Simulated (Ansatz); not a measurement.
# PbO2 (Fm-3m) in Ansatz: notebook

The runs below take PbO2 through single point, equation of state, with BLYP+D4.

All numbers are computed with Ansatz 0.2.0; they aren't measurements. Logs are shortened: lines on timing, memory, paths and dates and some standing lists are left out, and cuts for length are marked.

### Step 1. Starting point

It takes space group Fm-3m (No. 225, cubic). The conventional cell has a = 5.404 Å, b = 5.404 Å, c = 5.404 Å, α = 90.00°, β = 90.00°, γ = 90.00°. Pb (site symmetry m-3m) has 8 O at 2.34 Å as nearest neighbours. Around O (site symmetry -43m) lie 4 Pb at 2.34 Å.

The cell comes from a database or a generator and needn't be the stable form of this composition.

### Step 2. Single point, BLYP+D4, 12.36 Å³/atom (volume scaled by 0.94)

File input.yaml:

```yaml
crystal:
  lattice:
    - [0.0, 2.6468338291, 2.6468338291]
    - [2.6468338291, 0.0, 2.6468338291]
    - [2.6468338291, 2.6468338291, 0.0]
  atoms:
    - { symbol: Pb, position: [0.0, 0.0, 0.0] }
    - { symbol: O, position: [0.75, 0.75, 0.75] }
    - { symbol: O, position: [0.25, 0.25, 0.25] }
hamiltonian:
  xc: blyp
  pseudopotentials: { kind: paw, xc_functional: lda, accuracy: standard }
  dispersion: d4
kpoints:
  mp_grid: { grid: [9, 9, 9] }
scf:
  occupations: { method: fermi_dirac, width: 0.025 }
output:
  forces: true
  stress: true
  eigenvalues: true
```

Potentials or basis: JTH PAW LDA.

Launch:

```
$ ansatz run input.yaml --threads 2 --pin off --max-ram 5120MiB --backend cpu --events-out ev --progress --plain --runs-dir out
```

The program printed:

```text
Warning: the checks of this Pb dataset prove no rule for summing its radial tables, as where they were carried onto another mesh than they were made on, and Gregory's rule is taken, under which a leading mesh point left out moves its sums only by what lay on the interval it spanned. That does not make them correct, and they differ from Quantum ESPRESSO's on this file; a re-export a fraction of a mesh step off can move them. hamiltonian.pseudopotentials.radial_quadrature: simpson_from_first_knot sums it by `pw.x`'s rule; on a PAW file no value gives `pw.x`'s numbers. What more to know: hamiltonian.pseudopotentials.radial_quadrature, in the input reference
Warning: the checks of this O dataset prove no rule for summing its radial tables, as where they were carried onto another mesh than they were made on, and Gregory's rule is taken, under which a leading mesh point left out moves its sums only by what lay on the interval it spanned. That does not make them correct, and they differ from Quantum ESPRESSO's on this file; a re-export a fraction of a mesh step off can move them. hamiltonian.pseudopotentials.radial_quadrature: simpson_from_first_knot sums it by `pw.x`'s rule; on a PAW file no value gives `pw.x`'s numbers. What more to know: hamiltonian.pseudopotentials.radial_quadrature, in the input reference
Warning: RAYON_NUM_THREADS=2 ignored (pool sized by the plan → 2); use --threads N
Engine: ansatz 0.2.0, aarch64-unknown-linux-gnu
Pseudopotentials: kind: paw
Pseudopotential: Pb, paw, valence charge 14, recommended cutoff 1800 eV (normal), Pb.paw.azcp
Pseudopotential: O, paw, valence charge 6, recommended cutoff 1380 eV (normal), O.paw.azcp
Functional definition: BLYP
  parameter beta = 0.0042
  parameter a = 0.04918
  parameter b = 0.132
  parameter c = 0.2533
  parameter d = 0.349
  exchange = b88_x(beta = beta)
  correlation = lyp_c(a = a, b = b, c = c, d = d)
Crystal: 3 atoms, lattice volume = 37.086 Å³
Basis set: ecut = 1800 eV, 6375 PW (Γ), exchange–correlation on 120×120×120 points (8 copies of the dense FFT grid, shifted against one another)
Bands: 17, of which v1, the nominal top of the filled ones, is band 13 counted from 1 (12 counted from 0)
Symmetry: 48 space group operations
Space group: Fm-3m (ITA 225), of the structure as read, at distance tolerance 3.3e-5 Å
k-points: 35 of 729
Non-local potential: Pb, projectors of the file, l = 0: 2, l = 1: 2, l = 2: 2
Non-local potential: O, projectors of the file, l = 0: 2, l = 1: 2
PAW form: compensated (Kresse and Joubert's): semilocal exchange-correlation on the pseudo side sees the compensation charge
PAW frozen core: O, regenerated for the run's functional, and the local potential with it (the file was generated under x = slater, c = lda)
PAW one-centre angular grid: Pb, 590 points (default); XC on 165 of its mesh's 985 points in the sphere
PAW one-centre angular grid: O, 110 points (default); XC on 87 of its mesh's 757 points in the sphere
Initial density: superposition of atomic densities (chi_scale 0.1, normalization cell, long waves kept (reshape's long-wave potential 0.00 eV rms))
Initial wavefunctions: pseudopotential atomic-orbital guess
Functional: x = b88, c = lyp
SCF iter   1: F=—  HF=-13005.968477 eV  |F-HF|=—  |Δ(HF+E_count)|=         —  Δρ=1.04e-1  dr2=3.79e0  ethr=3.10e-3  ⟨swp⟩=9.7  Hψ=4639  notcnv=0
preconditioner: auto → none  [insulator: Δε(μ)=0.478 eV  Ē_g=17.571 eV  σ=0.025 eV  W_gap=0.97  n_scr=14 (ndim 8)  ℏωp=31.1 eV  f_vac=0.001  D(μ)=0.11/eV (n_scr^D=0)  ε∞_Penn≈4.1]
SCF iter   2: F=—  HF=-13004.984765 eV  |F-HF|=—  |Δ(HF+E_count)|=   9.84e-1  Δρ=3.23e-2  dr2=4.02e-1  ethr=3.10e-3  ⟨swp⟩=3.4  Hψ=1514  notcnv=0
SCF iter   3: F=—  HF=-13004.879498 eV  |F-HF|=—  |Δ(HF+E_count)|=   1.05e-1  Δρ=5.64e-3  dr2=5.87e-3  ethr=1.55e-3  ⟨swp⟩=2.5  Hψ=940  notcnv=0
SCF iter   4: F=—  HF=-13004.878658 eV  |F-HF|=—  |Δ(HF+E_count)|=   8.40e-4  Δρ=6.12e-4  dr2=1.25e-4  ethr=2.26e-5  ⟨swp⟩=3.6  Hψ=1572  notcnv=0
SCF iter   5: F=—  HF=-13004.878664 eV  |F-HF|=—  |Δ(HF+E_count)|=   6.36e-6  Δρ=1.67e-4  dr2=3.55e-6  ethr=4.82e-7  ⟨swp⟩=3.0  Hψ=1208  notcnv=0
SCF iter   6: F=—  HF=-13004.878655 eV  |F-HF|=—  |Δ(HF+E_count)|=   9.02e-6  Δρ=1.99e-5  dr2=7.60e-8  ethr=3.85e-10  ⟨swp⟩=8.1  Hψ=4242  notcnv=0
SCF iter   7: F=-13004.878655 eV  HF=-13004.878655 eV  |F-HF|=8.08e-10  |Δ(HF+E_count)|=   1.74e-8  Δρ=2.72e-6  dr2=7.67e-10  ethr=2.92e-10  ⟨swp⟩=3.1  Hψ=2409  notcnv=0
SCF 1 converged in 7 iterations: F = -13004.878655 eV  dr2 = 7.67e-10
SCF converged after 7 iterations
Free energy (F): -13004.878655 eV
Harris-Foulkes:  -13004.878655 eV  (|F-HF|=8.08e-10)
Internal energy: -13004.876281 eV  (E = F + TS)
E sigma→0 (E₀):  -13004.877468 eV
Entropy (-TS):   -0.002374 eV (-0.791 meV/atom)
Fermi energy:    10.589056 eV
--- Per-component energies (eV) ---
  E_band       = 18.224708
  E_kinetic    = 551.142105
  E_local      = -1911.605178  (includes V_loc(G=0)·N_el)
  E_nonlocal   = 1015.753102
  E_hartree    = 626.142903
  E_xc         = -429.499368
  E_vxc        = -533.977278  (∫ρ·V_xc dr)
  E_paw        = -10710.610087  (= ΣΔE_a)
  E_vpaw       = -355.373679  (= ΣTr[D̂ρ^β])
  E_aug_tail   = -0.000020  (compensation charges beyond the density's cutoff)
  E_ewald      = -2144.379311
  E_disp       = -1.622860  (pairwise vdW)
  E_core_change = -0.197566  (= ΣΔE_core)
  E_smearing   = -0.002374  (= −TS)
  E_closure    = -0.000000  (closes the sum)
  Σ components = -13004.878655   (vs F -13004.878655, Δ=0.00e0)
--- Forces (eV/Å), atoms counted from 1 ---
  atom   1  Pb    -0.00000000     0.00000000     0.00000000
  atom   2  O      0.00000000     0.00000000    -0.00000000
  atom   3  O     -0.00000000    -0.00000000     0.00000000
  max |Σ_I F_I| component: 1.85e-17 eV/Å
--- Stress (GPa, compression-positive) ---
        9.955293       0.000000       0.000000
        0.000000       9.955293      -0.000000
        0.000000      -0.000000       9.955293
  P = ⅓ Tr σ = 9.9553 GPa (99.553 kbar)
--- Band table (eV; the first three rows and the last of 35) ---
  k-point 0: bands = ["-8.2884", "-5.1103", "-5.0791", "-5.0791", "-5.0791", "-4.7722", "-4.7722", "8.3654", "8.6348", "8.6348", "8.6348", "9.3041", "9.3041", "9.3041", "17.8792", "17.8792", "17.8792"]
  k-point 1: bands = ["-8.1786", "-5.7659", "-5.0609", "-5.0609", "-4.7737", "-4.7737", "-4.4008", "7.1282", "8.4322", "8.5002", "8.5002", "9.3025", "9.3025", "10.5406", "17.6423", "18.1553", "18.1553"]
  k-point 2: bands = ["-7.8973", "-6.2864", "-5.0218", "-5.0218", "-4.7694", "-4.7694", "-3.8342", "5.6803", "7.9979", "8.1940", "8.1940", "9.2752", "9.2752", "11.9116", "17.5005", "18.8912", "18.8912"]
  k-point 34: bands = ["-7.1263", "-7.0624", "-4.8691", "-4.7770", "-4.7501", "-3.9800", "-3.5907", "2.3613", "5.6686", "7.5721", "8.2664", "10.1196", "10.5790", "13.1608", "19.0969", "20.1269", "20.4802"]
```

Run time: 6.3 s. Hardware: 2 threads of Arm Neoverse V1, shared host; peak memory 0.59 GiB.

What came out:

- Free energy: -13004.8787 eV
- Pressure: 10.0 GPa
- Band gap on the k mesh: none (metal or under the smearing width)

Caveat: pairwise dispersion overbinds metals, which lowers pressure and volume.

### Step 3. Single point, BLYP+D4, 12.63 Å³/atom (volume scaled by 0.96)

input.yaml, as its differences from that of step 2:

```diff
@@ -2,5 +2,5 @@
   lattice:
-    - [0.0, 2.6468338291, 2.6468338291]
-    - [2.6468338291, 0.0, 2.6468338291]
-    - [2.6468338291, 2.6468338291, 0.0]
+    - [0.0, 2.6654741181, 2.6654741181]
+    - [2.6654741181, 0.0, 2.6654741181]
+    - [2.6654741181, 2.6654741181, 0.0]
   atoms:
```

Potentials or basis: JTH PAW LDA.

Launch:

```
$ ansatz run input.yaml --threads 2 --pin off --max-ram 5120MiB --backend cpu --events-out ev --progress --plain --runs-dir out
```

Wall time 5.7 s (2 threads of Arm Neoverse V1, shared host); peak memory 0.59 GiB.

It converged, with:

* Free energy: -13004.9189 eV
* Pressure: 6.4 GPa
* Band gap on the k mesh: none (metal or under the smearing width)

Caveat: pairwise dispersion overbinds metals, which lowers pressure and volume.

### Step 4. Single point, BLYP+D4, 12.89 Å³/atom (volume scaled by 0.98)

input.yaml, as its differences from that of step 3:

```diff
@@ -2,5 +2,5 @@
   lattice:
-    - [0.0, 2.6654741181, 2.6654741181]
-    - [2.6654741181, 0.0, 2.6654741181]
-    - [2.6654741181, 2.6654741181, 0.0]
+    - [0.0, 2.6838572791, 2.6838572791]
+    - [2.6838572791, 0.0, 2.6838572791]
+    - [2.6838572791, 2.6838572791, 0.0]
   atoms:
```

Launch:

```
$ ansatz run input.yaml --threads 2 --pin off --max-ram 5120MiB --backend cpu --events-out ev --progress --plain --runs-dir out
```

Wall time 5.6 s (2 threads of Arm Neoverse V1, shared host); peak memory 0.59 GiB.

The run converged. Its results:

| Item | Value |
| --- | --- |
| Free energy | -13004.9428 eV |
| Pressure | 3.3 GPa |
| Band gap on the k mesh | none (metal or under the smearing width) |

Caveat: pairwise dispersion overbinds metals, which lowers pressure and volume.

### Step 5. Single point, BLYP+D4, 13.15 Å³/atom

input.yaml, as its differences from that of step 4:

```diff
@@ -2,5 +2,5 @@
   lattice:
-    - [0.0, 2.6838572791, 2.6838572791]
-    - [2.6838572791, 0.0, 2.6838572791]
-    - [2.6838572791, 2.6838572791, 0.0]
+    - [0.0, 2.701992, 2.701992]
+    - [2.701992, 0.0, 2.701992]
+    - [2.701992, 2.701992, 0.0]
   atoms:
@@ -21 +21,5 @@
   eigenvalues: true
+  write_density: true
+  write_potential: true
+  elf: true
+  volumetric_format: npy
```

Launch:

```
$ ansatz run input.yaml --threads 2 --pin off --max-ram 5120MiB --backend cpu --events-out ev --progress --plain --runs-dir out
```

Run time: 7.9 s. Hardware: 2 threads of Arm Neoverse V1, shared host; peak memory 0.61 GiB.

The run converged. Its results:

```
Free energy            : -13004.9521 eV
Pressure               : 0.5 GPa
Band gap on the k mesh : none (metal or under the smearing width)
```

Caveat: pairwise dispersion overbinds metals, which lowers pressure and volume.

### Step 6. Single point, BLYP+D4, 13.41 Å³/atom (volume scaled by 1.02)

input.yaml, as its differences from that of step 5:

```diff
@@ -2,5 +2,5 @@
   lattice:
-    - [0.0, 2.701992, 2.701992]
-    - [2.701992, 0.0, 2.701992]
-    - [2.701992, 2.701992, 0.0]
+    - [0.0, 2.7198865082, 2.7198865082]
+    - [2.7198865082, 0.0, 2.7198865082]
+    - [2.7198865082, 2.7198865082, 0.0]
   atoms:
```

Potentials or basis: JTH PAW LDA.

Launch:

```
$ ansatz run input.yaml --threads 2 --pin off --max-ram 5120MiB --backend cpu --events-out ev --progress --plain --runs-dir out
```

Run time: 7.9 s. Hardware: 2 threads of Arm Neoverse V1, shared host; peak memory 0.61 GiB.

Results (log left out):

| Item | Value |
| --- | --- |
| Free energy | -13004.9485 eV |
| Pressure | -1.9 GPa |
| Band gap on the k mesh | none (metal or under the smearing width) |

Caveat: pairwise dispersion overbinds metals, which lowers pressure and volume.

### Step 7. Single point, BLYP+D4, 13.68 Å³/atom (volume scaled by 1.04)

input.yaml, as its differences from that of step 6:

```diff
@@ -2,5 +2,5 @@
   lattice:
-    - [0.0, 2.7198865082, 2.7198865082]
-    - [2.7198865082, 0.0, 2.7198865082]
-    - [2.7198865082, 2.7198865082, 0.0]
+    - [0.0, 2.7375486038, 2.7375486038]
+    - [2.7375486038, 0.0, 2.7375486038]
+    - [2.7375486038, 2.7375486038, 0.0]
   atoms:
@@ -21,5 +21 @@
   eigenvalues: true
-  write_density: true
-  write_potential: true
-  elf: true
-  volumetric_format: npy
```

Launch:

```
$ ansatz run input.yaml --threads 2 --pin off --max-ram 5120MiB --backend cpu --events-out ev --progress --plain --runs-dir out
```

Run time: 6.1 s. Hardware: 2 threads of Arm Neoverse V1, shared host; peak memory 0.61 GiB.

The run converged. Its results:

```yaml
Free_energy: -13004.9336 eV
Pressure: -4.1 GPa
Band_gap_on_the_k_mesh: none (metal or under the smearing width)
```

Caveat: pairwise dispersion overbinds metals, which lowers pressure and volume.

### Step 8. Single point, BLYP+D4, 13.94 Å³/atom (volume scaled by 1.06)

input.yaml, as its differences from that of step 7:

```diff
@@ -2,5 +2,5 @@
   lattice:
-    - [0.0, 2.7375486038, 2.7375486038]
-    - [2.7375486038, 0.0, 2.7375486038]
-    - [2.7375486038, 2.7375486038, 0.0]
+    - [0.0, 2.7549856893, 2.7549856893]
+    - [2.7549856893, 0.0, 2.7549856893]
+    - [2.7549856893, 2.7549856893, 0.0]
   atoms:
```

Launch:

```
$ ansatz run input.yaml --threads 2 --pin off --max-ram 5120MiB --backend cpu --events-out ev --progress --plain --runs-dir out
```

Run time: 7 s. Hardware: 2 threads of Arm Neoverse V1, shared host; peak memory 0.65 GiB.

Results (log left out):

```yaml
Free_energy: -13004.9085 eV
Pressure: -6.0 GPa
Band_gap_on_the_k_mesh: none (metal or under the smearing width)
```

Caveat: pairwise dispersion overbinds metals, which lowers pressure and volume.

### Step 9. Equation of state, BLYP+D4

Potentials or basis: JTH PAW LDA.

No new run: the results of the series are fitted here.

What came out:

```
Equilibrium volume                      : 13.21 Å³/atom
Bulk modulus                            : 128 GPa
Pressure derivative of the bulk modulus : 5.1
```

Energy against volume, from the lowest point:
| volume (Å³/atom) | energy (meV/atom) |
| --- | --- |
| 12.362 | 24.48 |
| 12.625 | 11.07 |
| 12.888 | 3.11 |
| 13.151 | 0.00 |
| 13.414 | 1.19 |
| 13.677 | 6.18 |
| 13.940 | 14.53 |

Caveat: the potentials were made for another functional, which shifts forces and pressure.
